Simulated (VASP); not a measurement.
# MoS2 (P6_3/mmc) in VASP: a series of runs

One crystal, MoS2, is run at these levels: r2SCAN; tasks: relaxation of cell and atoms.

Everything below comes from runs of VASP 6.6.1. Logs are shortened: lines on timing, memory, paths and dates and some standing lists are left out, and cuts for length are marked.

## Step 1: The crystal as given

The structure is hexagonal, space group P6_3/mmc (No. 194). Conventional cell: a = 3.169 Å, b = 3.169 Å, c = 12.324 Å, α = 90.00°, β = 90.00°, γ = 120.00°. Around Mo (site symmetry -6m2) lie 6 S at 2.41 Å. S (site symmetry 3m) has 3 Mo at 2.41 Å as nearest neighbours.

## Step 2: Relaxation of cell and atoms, r2SCAN, target pressure 9.6 GPa, at which the enthalpy is minimised

Contents of INCAR:

```
ALGO = Normal
EDIFF = 1E-6
EDIFFG = -0.01
ENCUT = 600
IBRION = 2
ISIF = 3
ISMEAR = 0
KPAR = 2
LASPH = True
LCHARG = False
LMIXTAU = True
LREAL = False
LWAVE = False
METAGGA = R2SCAN
NELM = 80
NSW = 90
PREC = Accurate
PSTRESS = 96.0
SIGMA = 0.03
```

Contents of KPOINTS:

```
k-points
0
Gamma
  12 12 3
```

Contents of POSCAR:

```
MoS2
1.0
    3.1690000000      0.0000000000      0.0000000000
   -1.5845000000      2.7444345046      0.0000000000
    0.0000000000      0.0000000000     12.3240000000
Mo S
2 4
Direct
    0.3333333333      0.6666666667      0.2500000000
    0.6666666667      0.3333333333      0.7500000000
    0.3333333333      0.6666666667      0.6230000000
    0.6666666667      0.3333333333      0.1230000000
    0.3333333333      0.6666666667      0.8770000000
    0.6666666667      0.3333333333      0.3770000000
```

Potentials or basis: VASP PAW PBE potentials, release 64 (Mo_sv, S).

The run is started by

```sh
cat potpaw_PBE.64/Mo_sv/POTCAR potpaw_PBE.64/S/POTCAR > POTCAR
mpirun -np 2 vasp_std > vasp.out
```

OUTCAR:

```text
EDIFF = 1E-6
   EDIFFG = -0.01
   ENCUT = 600
   IBRION = 2
   ISIF = 3
   ISMEAR = 0
   LASPH = True
   LREAL = False
   METAGGA = R2SCAN
   NELM = 80
   NSW = 90
   PREC = Accurate
   PSTRESS = 96.0

 ion  position               nearest neighbor table
   1  0.333  0.667  0.250-   4 2.41   6 2.41   4 2.41   6 2.41   4 2.41   6 2.41
   2  0.667  0.333  0.750-   3 2.41   5 2.41   3 2.41   5 2.41   3 2.41   5 2.41
   3  0.333  0.667  0.623-   2 2.41   2 2.41   2 2.41
   4  0.667  0.333  0.123-   1 2.41   1 2.41   1 2.41
   5  0.333  0.667  0.877-   2 2.41   2 2.41   2 2.41
   6  0.667  0.333  0.377-   1 2.41   1 2.41   1 2.41

  LATTYP: Found a hexagonal cell.
 ALAT       =     3.1690000000
 C/A-ratio  =     3.8889239508

  Lattice vectors:

 A1 = (   3.1690000000,   0.0000000000,   0.0000000000)
 A2 = (  -1.5845000000,   2.7444345046,   0.0000000000)
 A3 = (   0.0000000000,   0.0000000000,  12.3240000000)

Analysis of symmetry for initial positions (statically):
=====================================================================
 Subroutine PRICEL returns:
 Original cell was already a primitive cell.

 Routine SETGRP: Setting up the symmetry group for a
 hexagonal supercell.

 Subroutine GETGRP returns: Found 24 space group operations
 (whereof 12 operations were pure point group operations)
 out of a pool of 24 trial point group operations.

The static configuration has the point symmetry D_3d.
 The point group associated with its full space group is D_6h.

Analysis of symmetry for dynamics (positions and initial velocities):
=====================================================================
 Subroutine PRICEL returns:
 Original cell was already a primitive cell.

 Routine SETGRP: Setting up the symmetry group for a
 hexagonal supercell.

 Subroutine GETGRP returns: Found 24 space group operations
 (whereof 12 operations were pure point group operations)
 out of a pool of 24 trial point group operations.

The dynamic configuration has the point symmetry D_3d.
 The point group associated with its full space group is D_6h.

 Subroutine INISYM returns: Found 24 space group operations
 (whereof 12 operations are pure point group operations),
 and found     1 'primitive' translations

----------------------------------------------------------------------------------------

                                     Primitive cell

  volume of cell :     107.1832

  direct lattice vectors                    reciprocal lattice vectors
     3.169000000  0.000000000  0.000000000     0.315556958  0.182186895  0.000000000
    -1.584500000  2.744434505  0.000000000     0.000000000  0.364373789  0.000000000
     0.000000000  0.000000000 12.324000000     0.000000000  0.000000000  0.081142486

  length of vectors
     3.169000000  3.169000000 12.324000000     0.364373789  0.364373789  0.081142486

  position of ions in fractional coordinates (direct lattice)
     0.333333333  0.666666667  0.250000000
     0.666666667  0.333333333  0.750000000
     0.333333333  0.666666667  0.623000000
     0.666666667  0.333333333  0.123000000
     0.333333333  0.666666667  0.877000000
     0.666666667  0.333333333  0.377000000

  ion indices of the primitive-cell ions
   primitive index   ion index
                 1           1
                 2           2
                 3           3
                 4           4
                 5           5
                 6           6

----------------------------------------------------------------------------------------

 KPOINTS: k-points

Automatic generation of k-mesh.
 Grid dimensions read from file:
 generate k-points for:   12   12    3

 Generating k-lattice:

  Cartesian coordinates                     Fractional coordinates (reciprocal lattice)
     0.026296413  0.015182241  0.000000000     0.083333333  0.000000000  0.000000000
     0.000000000  0.030364482  0.000000000     0.000000000  0.083333333  0.000000000
     0.000000000  0.000000000  0.027047495     0.000000000  0.000000000  0.333333333

  Length of vectors
     0.030364482  0.030364482  0.027047495

  Shift w.r.t. Gamma in fractional coordinates (k-lattice)
     0.000000000  0.000000000  0.000000000

 Subroutine IBZKPT returns following result:
 ===========================================

 Found     38 irreducible k-points:

 Following reciprocal coordinates:
            Coordinates               Weight
  0.000000  0.000000  0.000000      1.000000
  0.083333  0.000000  0.000000      6.000000
  0.166667 -0.000000  0.000000      6.000000
  0.250000 -0.000000  0.000000      6.000000
  0.333333 -0.000000  0.000000      6.000000
  0.416667 -0.000000  0.000000      6.000000
[... 16 lines left out ...]
  0.250000 -0.000000  0.333333     12.000000
  0.333333 -0.000000  0.333333     12.000000
 [... further k-points ...]
   k-points           NKPTS =     38   k-points in BZ     NKDIM =     38   number of bands    NBANDS=     31
   number of dos      NEDOS =    301   number of ions     NIONS =      6
   total plane-waves  NPLWV =  76832
   dimension x,y,z NGX =    28 NGY =   28 NGZ =   98
   dimension x,y,z NGXF=    56 NGYF=   56 NGZF=  196
   ions per type =               2   4
   NGX,Y,Z   is equivalent  to a cutoff of  14.69, 14.69, 13.22 a.u.
   NGXF,Y,Z  is equivalent  to a cutoff of  29.38, 29.38, 26.44 a.u.
 SYSTEM =  unknown system
   PREC   = accura    normal or accurate (medium, high low for compatibility)
   ISTART =      0    job   : 0-new  1-cont  2-samecut
   ICHARG =      2    charge: 1-file 2-atom 10-const
   ISPIN  =      1    spin polarized calculation?
   LNONCOLLINEAR =      F non collinear calculations
   LSORBIT =      F    spin-orbit coupling
   LASPH  =      T    aspherical Exc in radial PAW
   ENCUT  =  600.0 eV  44.10 Ry    6.64 a.u.   6.33  6.33 24.61*2*pi/ulx,y,z
   NELM   =     80;   NELMIN=  2; NELMDL= -5     # of ELM steps
   EDIFF  = 0.1E-05   stopping-criterion for ELM
   LREAL  =      F    real-space projection
   EDIFFG = -.1E-01   stopping-criterion for IOM
   NSW    =     90    number of steps for IOM
   IBRION =      2    ionic relax: 0-MD 1-quasi-New 2-CG
   NFREE  =      1    steps in history (QN), initial steepest desc. (CG)
   ISIF   =      3    stress and relaxation
   ISYM   =      2    0-nonsym 1-usesym 2-fastsym
   POTIM  = 0.5000    time-step for ionic-motion
   TEBEG  =    0.0;   TEEND  =   0.0 temperature during run
   PSTRESS=   96.0 pullay stress
   NELECT =      52.0000    total number of electrons
   NUPDOWN=      -1.0000    fix difference up-down
   EMIN   =  10.00;   EMAX   =-10.00  energy-range for DOS
   EFERMI =   0.00;   METHOD = LEGACY
   ISMEAR =     0;   SIGMA  =   0.03  broadening in eV -4-tet -1-fermi 0-gaus
   EFERMI_NEDOS =   21; number of points for ismear=-14 and -15
   IALGO  =     38    algorithm
   IMIX   =      4    mixing-type and parameters
     AMIX     =   0.40;   BMIX     =  1.00
     AMIX_MAG =   1.60;   BMIX_MAG =  1.00
  volume/ion in A,a.u.               =      17.86       120.55
  Fermi-wavevector in a.u.,A,eV,Ry     =   1.286373  2.430893 22.514325  1.654756
  Thomas-Fermi vector in A             =   2.418452
   LORBIT       =      0    0 simple, 1 ext, 2 COOP (PROOUT), +10 PAW based schemes
   METAGGA = R2SCAN    functional components
   LHFCALC =     F    Hartree Fock is set to
   AEXX    =    0.0000 exact exchange contribution
   IVDW    =     0    specifies the selected vdW correction
   LEPSILON=     F    determine dielectric tensor
   LRPA    =     F    only Hartree local field effects (RPA)
 conjugate gradient relaxation of ions
 non-spin polarized calculation
 Gauss-broadening in eV      SIGMA  =   0.03
  energy-cutoff  :      600.00
  volume of cell :      107.18
 maximum number of plane-waves:      3603
 NGX is ok and might be reduce to    28
   NGX = 13   NGY = 13   NGZ = 49

--------------------------------------- Ionic step        1  -------------------------------------------

 number of electron      52.0000000 magnetization

 Free energy of the ion-electron system (eV)
  ---------------------------------------------------
  ext. energy  EPLUGINS =         0.00000000
  ---------------------------------------------------
  free energy    TOTEN  =       -90.04024292 eV

  energy without entropy =      -90.04024292  energy(sigma->0) =      -90.04024292

------------------------ aborting loop because EDIFF is reached ----------------------------------------

  FORCE on cell =-STRESS in cart. coord.  units (eV):
  Direction    XX          YY          ZZ          XY          YZ          ZX
  --------------------------------------------------------------------------------------
  -------------------------------------------------------------------------------------
  Total        0.8318549      0.8318549     -0.0283560      0.0000000      0.0000000      0.0000000
  in kB       12.4345876     12.4345876     -0.4238661      0.0000000      0.0000000      0.0000000
  external PRESSURE =     -87.8515636 kB  Pullay stress =      96.0000000 kB
[... 109 lines left out ...]
  energy  without entropy=      -89.8997624673  energy(sigma->0) =      -89.89976247

  enthalpy is  TOTEN    =       -83.7598175097 eV   P V=        6.1399449575

[... ionic steps 4 to 10 ...]

--------------------------------------- Ionic step       11  -------------------------------------------

 number of electron      52.0000004 magnetization

------------------------ aborting loop because EDIFF is reached ----------------------------------------
[... 79 lines left out ...]
--------------------------------------- Ionic step       13  -------------------------------------------

 number of electron      52.0000004 magnetization

 Free energy of the ion-electron system (eV)
  ---------------------------------------------------
  ext. energy  EPLUGINS =         0.00000000
  ---------------------------------------------------
  free energy    TOTEN  =       -89.71938332 eV

  energy without entropy =      -89.71938332  energy(sigma->0) =      -89.71938332

 E-fermi :   9.1436     XC(G=0): -12.1444

 val. band max:        8.9667899116   @ k =   0.0000   0.0000   0.0000
 cond. band min:       9.6003055305   @ k =   0.1667   0.1667   0.0000
 fundamental gap:      0.6335156189
 Fermi energy:         9.1436418160

 k-point     1 :       0.0000    0.0000    0.0000
  band No.  band energies     occupation
      1     -54.7150      2.00000
      2     -54.7149      2.00000
      3     -28.1848      2.00000
      4     -28.1844      2.00000
      5     -27.8892      2.00000
      6     -27.8892      2.00000
[... 805 lines left out ...]
     30      10.8844      0.00000
     31      11.8818      0.00000

 [... further k-points ...]

------------------------ aborting loop because EDIFF is reached ----------------------------------------

  FORCE on cell =-STRESS in cart. coord.  units (eV):
  Direction    XX          YY          ZZ          XY          YZ          ZX
  --------------------------------------------------------------------------------------
  -------------------------------------------------------------------------------------
  Total        5.8241733      5.8241733      5.8343381      0.0000000      0.0000000      0.0000000
  in kB       95.9917093     95.9917093     96.1592421      0.0000000      0.0000000      0.0000000
  external PRESSURE =       0.0475536 kB  Pullay stress =      96.0000000 kB
[... 25 lines left out ...]
  energy  without entropy=      -89.7193833201  energy(sigma->0) =      -89.71938332

  enthalpy is  TOTEN    =       -83.8947069846 eV   P V=        5.8246763355

 reached required accuracy - stopping structural energy minimisation
```

Wall time 43 min (2 MPI ranks of AMD EPYC 9R45 (Zen 5), shared host); peak memory 0.35 GiB.

What came out:

```yaml
Free_energy: -89.7194 eV
Relaxed_volume: 16.20 Å³/atom
Relaxed_cell: a = 3.114 Å, b = 3.114 Å, c = 11.575 Å, α = 90.00°, β = 90.00°, γ = 120.00°
Space_group_after_relaxing_to_0.05_Å: P6_3/mmc (No. 194)
Energy_change_on_relaxing_the_enthalpy_is_what_falls: +53.5 meV/atom
Ionic_steps: 13
Pressure_after_relaxing: 9.6 GPa
Band_gap_on_the_k_mesh: 0.63 eV, indirect (least direct gap 1.88 eV)
```

The path:
| step | energy change (eV) | largest force (eV/Å) | pressure (GPa) | volume (Å³) |
| --- | --- | --- | --- | --- |
| 1 | 0.0000 | 0.2397 | 0.81 | 107.18 |
| 2 | 1.4384 | 3.0413 | 33.62 | 92.69 |
| 3 | 0.1405 | 0.6272 | 8.94 | 102.47 |
| 4 | 0.1488 | 0.6561 | 9.22 | 102.33 |
| 5 | 0.1961 | 0.3538 | 9.47 | 100.61 |
| 6 | 0.2836 | 0.0391 | 9.86 | 98.83 |
| 7 | 0.2972 | 0.0090 | 9.83 | 97.94 |
| 8 | 0.3406 | 0.0376 | 9.94 | 96.90 |
| 9 | 0.3467 | 0.0434 | 9.97 | 96.80 |
| 10 | 0.3153 | 0.0392 | 9.31 | 97.31 |
| 11 | 0.3192 | 0.0397 | 9.40 | 97.24 |
| 12 | 0.3232 | 0.0479 | 9.86 | 97.17 |
| 13 | 0.3209 | 0.0011 | 9.60 | 97.21 |

Final structure:
```
Mo S
1.0
     3.11408    0.00000    0.00000
    -1.55704    2.69687    0.00000
     0.00000    0.00000   11.57503
Mo S
2 4
Direct
  0.33333 0.66667 0.25000
  0.66667 0.33333 0.75000
  0.33333 0.66667 0.61553
  0.66667 0.33333 0.11553
  0.33333 0.66667 0.88447
  0.66667 0.33333 0.38447
```

Levels at points of the mesh, in eV from the valence-band top:
| k point | band 23 | band 24 | band 25 | band 26 | band 27 | band 28 | band 29 | band 30 |
| --- | --- | --- | --- | --- | --- | --- | --- | --- |
| (0.00, 0.00, 0.00) | -2.50 | -1.63 | -1.02 | 0.00 | 2.09 | 2.09 | 2.14 | 2.14 |
| (0.50, 0.00, 0.00) | -2.22 | -1.85 | -1.79 | -1.61 | 1.62 | 1.71 | 1.97 | 2.41 |

Caveat: the cell is relaxed towards a set pressure, so the enthalpy falls and the energy may rise; the PAW data sets were made with another functional, which shifts forces and pressure a little; an odd mesh through Γ misses points on the zone boundary, where band edges often lie. r2SCAN opens gaps a little over a GGA but as a rule still falls short of measured ones.

(Continued in part 2 of 3.)
